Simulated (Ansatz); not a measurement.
Crystal: Au.

```xyz
1
Lattice="0.0000 2.0350 2.0350 2.0350 0.0000 2.0350 2.0350 2.0350 0.0000" Properties=species:S:1:pos:R:3 pbc="T T T"
Au    0.0000    0.0000    0.0000
```

Base run:

- Program: Ansatz 0.2.0
- Functional: PBE
- Potentials or basis: Ansatz PAW soft_1
- Cutoff: 420 eV
- Density cutoff: 1680 eV
- k mesh: 11 × 11 × 11
- Occupations: fermi-dirac, width 0.05 eV
- Spin: no spin polarisation

Its results: band gap on the k mesh none (metal or under the smearing width); pressure 10.8 GPa.

**Question.** The run is repeated on the same cell with these changes: potentials or basis from Ansatz PAW soft_1 to PseudoDojo stringent (PBE files); cutoff from 420 eV to 1034 eV; density cutoff from 1680 eV to 4136 eV. What comes out?

**Answer.** Band gap on the k mesh none (metal or under the smearing width); pressure 10.3 GPa.

Not every run made on this cell is shown here.
